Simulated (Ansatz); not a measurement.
# Si2W: the crystal squeezed far, part 2 of 2

How does Si2W (MoSi2 type) answer strong compression, and how long do frozen cores keep up with all electrons? The runs shown use LAPW, crystal datasets and norm-conserving. Companion runs by PAW are cited. Its runs: the reference run (LAPW); volume scaled by 1 (crystal datasets and norm-conserving); volume scaled by 0.94 (LAPW and crystal datasets); volume scaled by 0.88 (LAPW); volume scaled by 0.8 (LAPW and crystal datasets); volume scaled by 0.72 (LAPW and crystal datasets); volume scaled by 0.62 (LAPW, crystal datasets and norm-conserving).

Ansatz 0.2.0; DFT PBE; a cell built from a prototype (MoSi2 type), not taken from measurement. «Crystal datasets» are all-electron PAW datasets made for this crystal. Earlier steps stand in the parts before.

## 9. Volume scaled by 0.8, crystal datasets

Input file input.yaml:

```yaml
crystal:
  lattice:
    - [-1.4894186754, 1.4894186754, 3.6980989445]
    - [1.4894186754, -1.4894186754, 3.6980989445]
    - [1.4894186754, 1.4894186754, -3.6980989445]
  atoms:
    - { symbol: W, position: [0.0, 0.0, 0.0] }
    - { symbol: Si, position: [0.3314131051, 0.3314131051, 0.0] }
    - { symbol: Si, position: [-0.3314131051, -0.3314131051, 0.0] }
kpoints:
  mp_grid: { grid: [14, 14, 14] }
scf:
  occupations: { method: fermi_dirac, width: 0.1 }
hamiltonian:
  xc: pbe
  pseudopotentials: { kind: all_electron, datasets: crystal }
output:
  forces: true
  stress: true
  eigenvalues: true
```

On the command line:

```sh
> ansatz run input.yaml --threads 1 --pin off --max-ram 3072MiB --backend cpu --events-out ev --progress --plain --runs-dir out
```

Output (excerpt; [...] marks lines left out):

```text
[...]
Pseudopotentials: kind: all_electron
Pseudopotential: W, paw, valence charge 28, recommended cutoff 360 eV (normal), Koelling and Harmon's equation, gaussian nucleus
Pseudopotential: Si, paw, valence charge 12, recommended cutoff 360 eV (normal), Koelling and Harmon's equation, gaussian nucleus
Functional definition: PBE
[...]
Crystal: 3 atoms, lattice volume = 32.815 Å³
[...]
--- Stress (GPa, compression-positive) ---
       77.859105       0.000000       0.000000
        0.000000      77.859105       0.000000
        0.000000      -0.000000      77.722450
  P = ⅓ Tr σ = 77.8136 GPa (778.136 kbar)
  It holds what live shells' own plane waves past their cutoff add
--- Band table (eV; the first three rows and the last of 244) ---
  k-point 0: bands = ["9.8089", "17.4784", "21.3328", "22.0507", "22.3181", "22.3181", "26.7683", "27.7484", "29.8876"]
[...]
```

Wall time 70 s (1 thread of AMD EPYC 7R43 (Zen 3), shared host); peak memory 1.7 GiB.

This run gives: pressure 77.81 GPa; no gap; largest force 0.008 eV/Å.

## 10. Volume scaled by 0.72, LAPW

Input file input.yaml:

```yaml
crystal:
  lattice:
    - [-1.4330314257, 1.4330314257, 3.595366748]
    - [1.4330314257, -1.4330314257, 3.595366748]
    - [1.4330314257, 1.4330314257, -3.595366748]
  atoms:
    - { symbol: W, position: [0.0, 0.0, 0.0] }
    - { symbol: Si, position: [0.3302176175, 0.3302176175, 0.0] }
    - { symbol: Si, position: [-0.3302176175, -0.3302176175, 0.0] }
kpoints:
  mp_grid: { grid: [14, 14, 14] }
scf:
  occupations: { method: fermi_dirac, width: 0.1 }
hamiltonian:
  xc: pbe
  pseudopotentials: { kind: all_electron, lapw: { basis_error: 0.001 } }
output:
  forces: true
  stress: true
  eigenvalues: true
  populations: true
```

On the command line:

```sh
> ansatz run input.yaml --threads 1 --pin off --max-ram 3072MiB --backend cpu --events-out ev --progress --plain --runs-dir out
```

Output (excerpt; [...] marks lines left out):

```text
W: projections on atomic orbitals take those of the free atom 1s2 2s2 2p6 3s2 3p6 3d10 4s2 4p6 4d10 4f14 5s2 5p6 5d4 6s2, of charge +0.00 (hamiltonian.pseudopotentials.projection_atoms)
Si: projections on atomic orbitals take those of the free atom 1s2 2s2 2p6 3s2 3p2, of charge +0.00 (hamiltonian.pseudopotentials.projection_atoms)
[...]
--- Stress (GPa, compression-positive) ---
      142.428059       0.000000      -0.000000
        0.000000     142.428059      -0.000000
       -0.000000      -0.000000     142.242208
  P = ⅓ Tr σ = 142.3661 GPa (1423.661 kbar)
--- Band table (eV; the first three rows and the last of 244) ---
[...]
--- Löwdin populations: 3 sites ---
  site symbol       q [e]
     0      W     74.2550
     1     Si     13.7471
     2     Si     13.7471
  spilling = 0.002460 (of n_electrons = 102.000000)
```

Run time: 82 s. Hardware: 1 thread of AMD EPYC 7R43 (Zen 3), shared host; peak memory 1.1 GiB.

In short: pressure 142.37 GPa; no gap; largest force 0.017 eV/Å.

## 11. Volume scaled by 0.72, crystal datasets

input.yaml: that of step 10 with these lines changed.

```diff
@@ -15,3 +15,3 @@
   xc: pbe
-  pseudopotentials: { kind: all_electron, lapw: { basis_error: 0.001 } }
+  pseudopotentials: { kind: all_electron, datasets: crystal }
 output:
@@ -20,2 +20 @@
   eigenvalues: true
-  populations: true
```

On the command line:

```sh
> ansatz run input.yaml --threads 1 --pin off --max-ram 3072MiB --backend cpu --events-out ev --progress --plain --runs-dir out
```

Output (excerpt; [...] marks lines left out):

```text
[...]
[... 1 set-up line as earlier in the session ...]
Pseudopotential: W, paw, valence charge 28, recommended cutoff 380 eV (normal), Koelling and Harmon's equation, gaussian nucleus
Pseudopotential: Si, paw, valence charge 12, recommended cutoff 380 eV (normal), Koelling and Harmon's equation, gaussian nucleus
[... 1 set-up line as earlier in the session ...]
[...]
Crystal: 3 atoms, lattice volume = 29.533 Å³
[...]
--- Stress (GPa, compression-positive) ---
      142.432804       0.000000       0.000000
        0.000000     142.432804       0.000000
        0.000000      -0.000000     142.243565
  P = ⅓ Tr σ = 142.3697 GPa (1423.697 kbar)
  It holds what live shells' own plane waves past their cutoff add
--- Band table (eV; the first three rows and the last of 244) ---
  k-point 0: bands = ["11.8131", "19.6692", "23.6409", "25.0152", "25.0152", "25.0987", "29.9912", "30.2038", "33.5154"]
[...]
```

Run time: 76 s. Hardware: 1 thread of AMD EPYC 7R43 (Zen 3), shared host; peak memory 1.6 GiB.

Result: pressure 142.37 GPa; no gap; largest force 0.016 eV/Å.

## 12. Volume scaled by 0.62, LAPW

Input file input.yaml:

```yaml
crystal:
  lattice:
    - [-1.3556999766, 1.3556999766, 3.4592873773]
    - [1.3556999766, -1.3556999766, 3.4592873773]
    - [1.3556999766, 1.3556999766, -3.4592873773]
  atoms:
    - { symbol: W, position: [0.0, 0.0, 0.0] }
    - { symbol: Si, position: [0.3286846634, 0.3286846634, 0.0] }
    - { symbol: Si, position: [-0.3286846634, -0.3286846634, 0.0] }
kpoints:
  mp_grid: { grid: [14, 14, 14] }
  band_path:
    path:
      - [0.0, 0.0, 0.0]
      - [0.0, 0.0, 0.5]
      - [0.25, 0.25, 0.25]
      - [0.0, 0.5, 0.0]
      - [0.0, 0.0, 0.0]
      - [0.5, 0.5, -0.5]
      - [0.2883967001, 0.7116032999, -0.2883967001]
      - [-0.2883967001, 0.2883967001, 0.2883967001]
      - [0.0, 0.0, 0.0]
    npoints: 8
scf:
  occupations: { method: fermi_dirac, width: 0.1 }
hamiltonian:
  xc: pbe
  pseudopotentials: { kind: all_electron, lapw: { basis_error: 0.001 } }
output:
  forces: true
  stress: true
  eigenvalues: true
  populations: true
  dos: { projected: true, de: 0.2, e_range: [-14, 8] }
```

On the command line:

```sh
> ansatz run input.yaml --threads 1 --pin off --max-ram 3072MiB --backend cpu --events-out ev --progress --plain --runs-dir out
```

Output:

```text
W: projections on atomic orbitals take those of the free atom 1s2 2s2 2p6 3s2 3p6 3d10 4s2 4p6 4d10 4f14 5s2 5p6 5d4 6s2, of charge +0.00 (hamiltonian.pseudopotentials.projection_atoms)
Si: projections on atomic orbitals take those of the free atom 1s2 2s2 2p6 3s2 3p2, of charge +0.00 (hamiltonian.pseudopotentials.projection_atoms)
LAPW: plane waves up to 9.676 Å⁻¹, error target 1.0e-3 eV per atom; small_component_spin mean_spin; Si in spheres of 0.993 Å, 12 of its electrons in bands, Dirac shells []; W in spheres of 1.261 Å, 44 of its electrons in bands, Dirac shells []
[... 2 set-up lines as earlier in the session ...]
Pseudopotential: W, LAPW, valence charge 44, Koelling and Harmon's equation, gaussian nucleus
[... 6 set-up lines as earlier in the session ...]
Crystal: 3 atoms, lattice volume = 25.432 Å³
Basis set: ecut = 356.7163282028287 eV, 387 PW (Γ), FFT grids on a1+a3, a2+a3, a3, exchange–correlation at level 2
Bands: 41, of which v1, the nominal top of the filled ones, is band 34 counted from 1 (33 counted from 0)
[... 1 set-up line as earlier in the session ...]
Space group: I4/mmm (ITA 139), of the structure as read, at distance tolerance 2.9e-5 Å
k-points: 244 of 2744
[... 5 set-up lines as earlier in the session ...]
iter 1 solved again at ethr=3.72e-4 eV; its pass at ethr=1.00e-1 eV (dr2=2.53e-1 eV) is discarded
SCF iter   1: F=—  HF=-454978.912130 eV  |F-HF|=—  |Δ(HF+E_count)|=         —  Δρ=3.88e-2  dr2=2.53e-1  ethr=3.72e-4  ⟨swp⟩=2.8  Hψ=65354  notcnv=0
preconditioner: auto → Kerker (q_TF=auto, 3.214 Å⁻¹)  [metal: Δε(μ)=0.080 eV  Ē_g=27.431 eV  σ=0.100 eV  W_gap=0.20  n_scr=10 (ndim 8)  ℏωp=42.9 eV  f_vac=0.000  D(μ)=0.20/eV (n_scr^D=0)]
SCF iter   2: F=—  HF=-454978.773425 eV  |F-HF|=—  |Δ(HF+E_count)|=   1.39e-1  Δρ=2.65e-2  dr2=1.67e-1  ethr=3.72e-4  ⟨swp⟩=2.0  Hψ=28379  notcnv=0
SCF iter   3: F=—  HF=-454978.721699 eV  |F-HF|=—  |Δ(HF+E_count)|=   5.17e-2  Δρ=1.48e-2  dr2=4.24e-2  ethr=2.46e-4  ⟨swp⟩=2.0  Hψ=28998  notcnv=0
SCF iter   4: F=—  HF=-454978.704602 eV  |F-HF|=—  |Δ(HF+E_count)|=   1.71e-2  Δρ=4.92e-3  dr2=5.73e-3  ethr=6.24e-5  ⟨swp⟩=2.0  Hψ=28373  notcnv=0
iter 5 solved again at ethr=1.72e-7 eV; its pass at ethr=8.43e-6 eV (dr2=1.17e-4 eV) is discarded
SCF iter   5: F=—  HF=-454978.703718 eV  |F-HF|=—  |Δ(HF+E_count)|=         —  Δρ=5.77e-4  dr2=1.16e-4  ethr=1.72e-7  ⟨swp⟩=2.0  Hψ=48875  notcnv=0
the basis was enlarged: its passes take 447.4 KiB over the memory plan, 1 of 1 planned eigensolver slots
SCF iter   6: F=—  HF=-454978.703662 eV  |F-HF|=—  |Δ(HF+E_count)|=   5.65e-5  Δρ=2.66e-4  dr2=1.99e-5  ethr=1.71e-7  ⟨swp⟩=2.0  Hψ=28342  notcnv=0
SCF iter   7: F=—  HF=-454978.703658 eV  |F-HF|=—  |Δ(HF+E_count)|=   3.56e-6  Δρ=9.32e-5  dr2=2.61e-6  ethr=2.93e-8  ⟨swp⟩=2.0  Hψ=28340  notcnv=0
SCF iter   8: F=—  HF=-454978.703658 eV  |F-HF|=—  |Δ(HF+E_count)|=   3.24e-7  Δρ=2.16e-5  dr2=6.57e-8  ethr=3.84e-9  ⟨swp⟩=2.0  Hψ=28340  notcnv=0
SCF iter   9: F=-454978.703658 eV  HF=-454978.703658 eV  |F-HF|=1.39e-8  |Δ(HF+E_count)|=   6.19e-8  Δρ=9.10e-6  dr2=1.88e-8  ethr=9.67e-11  ⟨swp⟩=2.1  Hψ=28360  notcnv=0
SCF 1 converged in 9 iterations: F = -454978.703658 eV  dr2 = 1.88e-8
NSCF: frozen V_eff on 65 k-points
SCF converged after 9 iterations
Free energy (F): -454978.703658 eV
Harris-Foulkes:  -454978.703658 eV  (|F-HF|=1.39e-8)
Internal energy: -454978.696544 eV  (E = F + TS)
E sigma→0 (E₀):  -454978.700101 eV
Entropy (-TS):   -0.007114 eV (-2.371 meV/atom)
Fermi energy:    33.507863 eV
--- Per-component energies (eV) ---
  E_band       = -5008.135136
  E_kinetic    = 507836.279472
  E_xc         = -9998.806845
  E_electrostatic = -952816.169171  (all electrons and nuclei)
  E_smearing   = -0.007114  (= −TS)
  E_closure    = 0.000000  (closes the sum)
  E_atoms      = -454964.502389  (free atoms, spherical and without spin; not in F)
  Σ components = -454978.703658   (vs F -454978.703658, Δ=0.00e0)
  Basis errors (estimates in eV, not in F): energy 3.1e-4 per atom: plane waves 2.7e-4 (1.4e-4 summed), levels above the bands 8.5e-51, relativity 4.3e-8, radial functions 4.3e-5, core shells 3.6e-7; eigenvalues (radial functions only) 1.7e-6; not estimated: angular momenta, meshes, grids; target (lapw.basis_error) 1.0e-3; muffin-tin radii Si 0.993 Å, W 1.261 Å
--- Forces (eV/Å), atoms counted from 1 ---
  atom   1  W     -0.00000000     0.00000000    -0.00000000
  atom   2  Si     0.00000000     0.00000000     0.03691555
  atom   3  Si     0.00000000    -0.00000000    -0.03691555
  max |Σ_I F_I| component: 6.94e-18 eV/Å
--- Stress (GPa, compression-positive) ---
      279.985665       0.000000      -0.000000
        0.000000     279.985665       0.000000
       -0.000000       0.000000     279.553933
  P = ⅓ Tr σ = 279.8418 GPa (2798.418 kbar)
--- Band table (eV; the first three rows and the last of 244) ---
  k-point 0: bands = ["-383.1615", "-383.1615", "-383.1525", "-198.2357", "-198.2209", "-198.2042", "-198.2008", "-198.2008", "-100.6499", "-100.6276", "-56.6711", "-56.6711", "-56.6593", "-56.6276", "-56.6276", "-56.6193", "-39.7112", "-4.7778", "-4.0330", "-4.0330", "6.5019", "6.5112", "6.5189", "6.5189", "6.5491", "6.5491", "6.5497", "15.0944", "23.1584", "27.2200", "29.3277", "29.3277", "29.9950", "34.0675", "35.0938", "39.3057", "39.3057", "40.1130", "40.7958", "42.2213", "42.2213"]
  k-point 1: bands = ["-383.1615", "-383.1615", "-383.1525", "-198.2357", "-198.2209", "-198.2042", "-198.2008", "-198.2008", "-100.6494", "-100.6280", "-56.6717", "-56.6699", "-56.6603", "-56.6288", "-56.6276", "-56.6188", "-39.7028", "-4.7625", "-4.1045", "-4.0896", "6.5034", "6.5135", "6.5185", "6.5192", "6.5467", "6.5473", "6.5486", "15.3582", "23.4474", "27.4371", "28.3472", "28.3919", "30.9252", "33.8537", "35.2745", "39.4767", "39.6615", "39.8237", "40.6870", "42.1195", "42.9982"]
  k-point 2: bands = ["-383.1615", "-383.1615", "-383.1525", "-198.2357", "-198.2209", "-198.2042", "-198.2008", "-198.2008", "-100.6478", "-100.6293", "-56.6733", "-56.6663", "-56.6634", "-56.6319", "-56.6275", "-56.6176", "-39.6793", "-4.7204", "-4.2932", "-4.2458", "6.5076", "6.5172", "6.5194", "6.5198", "6.5408", "6.5430", "6.5455", "16.1111", "24.2362", "26.7707", "27.3071", "28.0637", "31.5147", "31.6523", "37.4953", "39.6533", "39.8521", "39.9119", "40.4623", "42.0943", "44.3402"]
  k-point 243: bands = ["-383.1615", "-383.1615", "-383.1525", "-198.2357", "-198.2209", "-198.2042", "-198.2008", "-198.2008", "-100.6480", "-100.6295", "-56.6726", "-56.6726", "-56.6432", "-56.6362", "-56.6261", "-56.6261", "-39.7066", "-4.9395", "-4.0397", "-4.0397", "6.5037", "6.5136", "6.5189", "6.5189", "6.5464", "6.5464", "6.5488", "18.4823", "19.6176", "26.3133", "28.6444", "32.4826", "32.4826", "33.2781", "33.2781", "35.4847", "39.0559", "39.2289", "42.6476", "43.8536", "43.8536"]
--- Löwdin populations: 3 sites ---
  site symbol       q [e]
     0      W     74.4410
     1     Si     13.6451
     2     Si     13.6451
  spilling = 0.002635 (of n_electrons = 102.000000)
```

Wall time 93 s (1 thread of AMD EPYC 7R43 (Zen 3), shared host); peak memory 1.1 GiB.

In short: pressure 279.84 GPa; no gap; largest force 0.037 eV/Å.

At the corners of the path (eV, zero at the Fermi level):

| point | band 31 | band 32 | band 33 | band 34 | band 35 | band 36 | band 37 |
| --- | --- | --- | --- | --- | --- | --- | --- |
| Γ | -4.18 | -4.18 | -3.51 | 0.56 | 1.59 | 5.80 | 5.80 |
| X | -7.16 | -6.08 | -5.23 | -0.56 | 4.46 | 4.46 | 5.68 |
| P | -8.18 | -3.35 | -3.08 | -3.08 | 1.47 | 5.27 | 5.27 |
| N | -5.67 | -5.13 | -3.94 | -1.17 | 3.92 | 4.16 | 5.41 |
| Γ | -4.18 | -4.18 | -3.51 | 0.56 | 1.59 | 5.80 | 5.80 |
| M | -4.86 | -1.03 | -1.03 | -0.23 | -0.23 | 1.98 | 5.55 |
| S | -4.88 | -4.25 | -3.73 | -0.98 | 0.82 | 4.39 | 4.89 |
| S0 | -4.88 | -4.25 | -3.73 | -0.98 | 0.82 | 4.39 | 4.89 |
| Γ | -4.18 | -4.18 | -3.51 | 0.56 | 1.59 | 5.80 | 5.80 |

States per cell in windows of 1 eV (zero at the Fermi level; grid of 0.20 eV, so sharp peaks spill over the borders):

| from | to | total | W 5d | Si 3p | Si 3s |
| --- | --- | --- | --- | --- | --- |
| -10 | -9 | 0.76 | 0.27 | 0.37 | 0.07 |
| -9 | -8 | 0.81 | 0.27 | 0.43 | 0.04 |
| -8 | -7 | 0.64 | 0.29 | 0.25 | 0.04 |
| -7 | -6 | 0.94 | 0.49 | 0.29 | 0.08 |
| -6 | -5 | 1.03 | 0.60 | 0.28 | 0.08 |
| -5 | -4 | 1.81 | 1.10 | 0.51 | 0.12 |
| -4 | -3 | 1.78 | 0.89 | 0.64 | 0.14 |
| -3 | -2 | 1.46 | 0.60 | 0.67 | 0.09 |
| -2 | -1 | 0.81 | 0.49 | 0.24 | 0.02 |
| -1 | 0 | 0.27 | 0.18 | 0.07 | 0.00 |
| 0 | 1 | 0.26 | 0.15 | 0.08 | 0.00 |
| 1 | 2 | 0.62 | 0.24 | 0.17 | 0.08 |
| 2 | 3 | 0.92 | 0.28 | 0.25 | 0.10 |
| 3 | 4 | 1.14 | 0.34 | 0.32 | 0.14 |
| 4 | 5 | 1.32 | 0.33 | 0.35 | 0.17 |

## 13. Volume scaled by 0.62, crystal datasets

Input file input.yaml:

```yaml
crystal:
  lattice:
    - [-1.3556999766, 1.3556999766, 3.4592873773]
    - [1.3556999766, -1.3556999766, 3.4592873773]
    - [1.3556999766, 1.3556999766, -3.4592873773]
  atoms:
    - { symbol: W, position: [0.0, 0.0, 0.0] }
    - { symbol: Si, position: [0.3286846634, 0.3286846634, 0.0] }
    - { symbol: Si, position: [-0.3286846634, -0.3286846634, 0.0] }
kpoints:
  mp_grid: { grid: [14, 14, 14] }
scf:
  occupations: { method: fermi_dirac, width: 0.1 }
hamiltonian:
  xc: pbe
  pseudopotentials: { kind: all_electron, datasets: crystal }
output:
  forces: true
  stress: true
  eigenvalues: true
```

On the command line:

```sh
> ansatz run input.yaml --threads 1 --pin off --max-ram 3072MiB --backend cpu --events-out ev --progress --plain --runs-dir out
```

Output (excerpt; [...] marks lines left out):

```text
[...]
[... 1 set-up line as earlier in the session ...]
Pseudopotential: W, paw, valence charge 28, recommended cutoff 340 eV (normal), Koelling and Harmon's equation, gaussian nucleus
Pseudopotential: Si, paw, valence charge 12, recommended cutoff 340 eV (normal), Koelling and Harmon's equation, gaussian nucleus
[... 1 set-up line as earlier in the session ...]
[...]
Crystal: 3 atoms, lattice volume = 25.432 Å³
[...]
--- Stress (GPa, compression-positive) ---
      279.992712       0.000000       0.000000
        0.000000     279.992712       0.000000
        0.000000       0.000000     279.558828
  P = ⅓ Tr σ = 279.8481 GPa (2798.481 kbar)
  It holds what live shells' own plane waves past their cutoff add
--- Band table (eV; the first three rows and the last of 244) ---
  k-point 0: bands = ["-39.7110", "-4.7777", "-4.0328", "-4.0328", "15.0943", "23.1584", "27.2201", "29.3277", "29.3277", "29.9950", "34.0674", "35.0939", "39.3057"]
[...]
```

Run time: 59 s. Hardware: 1 thread of AMD EPYC 7R43 (Zen 3), shared host; peak memory 1.5 GiB.

Result: pressure 279.85 GPa; largest force 0.037 eV/Å.

## 14. Volume scaled by 0.62, norm-conserving

input.yaml: that of step 13 with these lines changed.

```diff
@@ -15,3 +15,3 @@
   xc: pbe
-  pseudopotentials: { kind: all_electron, datasets: crystal }
+  pseudopotentials: { kind: nc }
 output:
```

On the command line:

```sh
> ansatz run input.yaml --threads 1 --pin off --max-ram 3072MiB --backend cpu --events-out ev --progress --plain --runs-dir out
```

Output (excerpt; [...] marks lines left out):

```text
[...]
[... 4 set-up lines as earlier in the session ...]
[...]
Crystal: 3 atoms, lattice volume = 25.432 Å³
[...]
--- Stress (GPa, compression-positive) ---
      281.113710       0.000000      -0.000000
        0.000000     281.113710       0.000000
        0.000000       0.000000     280.663865
  P = ⅓ Tr σ = 280.9638 GPa (2809.638 kbar)
--- Band table (eV; the first three rows and the last of 244) ---
  k-point 0: bands = ["-45.6611", "-10.7586", "-10.0029", "-10.0029", "9.0268", "17.0878", "21.1749", "23.2689", "23.2689", "23.9276", "28.0168", "29.0683", "33.2316", "33.2316", "34.0407"]
[...]
```

It took 12 s on 1 thread of AMD EPYC 7R43 (Zen 3), shared host; peak memory 0.51 GiB.

In short: pressure 280.96 GPa; no gap; largest force 0.015 eV/Å.

## 15. Side by side

The PAW rows are taken from companion runs at the same settings.

| method | volume over the first | volume (Å³/atom) | pressure (GPa) | largest force (eV/Å) | SCF cycles, all passes |
| --- | --- | --- | --- | --- | --- |
| LAPW | 1 | 13.673 | 0.02 | 0.003 | 9 |
| LAPW | 0.94 | 12.853 | 15.32 | 0.003 | 9 |
| LAPW | 0.88 | 12.032 | 36.46 | 0.005 | 9 |
| LAPW | 0.8 | 10.938 | 77.81 | 0.008 | 9 |
| LAPW | 0.72 | 9.844 | 142.37 | 0.017 | 9 |
| LAPW | 0.62 | 8.477 | 279.84 | 0.037 | 9 |
| PAW | 1 | 13.673 | 0.02 | 0.001 | 6 |
| PAW | 0.94 | 12.853 | 15.40 | 0.000 | 6 |
| PAW | 0.88 | 12.032 | 36.65 | 0.000 | 6 |
| PAW | 0.8 | 10.938 | 78.25 | 0.001 | 6 |
| PAW | 0.72 | 9.844 | 143.28 | 0.000 | 6 |
| PAW | 0.62 | 8.477 | 281.98 | 0.000 | 6 |
| PAW (cutoff 1000 eV) | 0.62 | 8.477 | 281.95 | 0.000 | 6 |
| crystal datasets | 1 | 13.673 | 0.01 | 0.002 | 10 |
| crystal datasets | 0.94 | 12.853 | 15.32 | 0.003 | 10 |
| crystal datasets | 0.8 | 10.938 | 77.81 | 0.008 | 9 |
| crystal datasets | 0.72 | 9.844 | 142.37 | 0.016 | 9 |
| crystal datasets | 0.62 | 8.477 | 279.85 | 0.037 | 8 |
| norm-conserving | 1 | 13.673 | 0.08 | 0.001 | 6 |
| norm-conserving | 0.62 | 8.477 | 280.96 | 0.015 | 6 |

## 16. Outcome

This closing draws on all 2 parts.

| quantity | value |
| --- | --- |
| LAPW pressure at 0.62 of the volume | 279.8 GPa |
| PAW pressure at 0.62 of the volume | 282.0 GPa |
| PAW (cutoff 1000 eV) pressure at 0.62 of the volume | 281.9 GPa |
| crystal datasets pressure at 0.62 of the volume | 279.8 GPa |
| norm-conserving pressure at 0.62 of the volume | 281.0 GPa |
| fitted bulk modulus at zero pressure (LAPW) | 222 GPa |
| its pressure derivative | 4.05 |

In words: At 0.62 of the starting volume LAPW gives 280 GPa. One third-order Birch-Murnaghan curve follows these points (B₀ = 222 GPa, B′ = 4.05, misfit at most 0.53 GPa). A fit over so wide a range leans to the high pressures, so B₀ can be off by several per cent. Where LAPW's pressure is over 3 GPa, PAW's departs from it by at most 0.8 %, at 0.62 of the volume. The ions are at rest, and the electrons smeared by 0.1 eV. Spin-orbit coupling is left out, though the cell holds W; in elements this heavy it can shift bands and gaps by tenths of an eV.
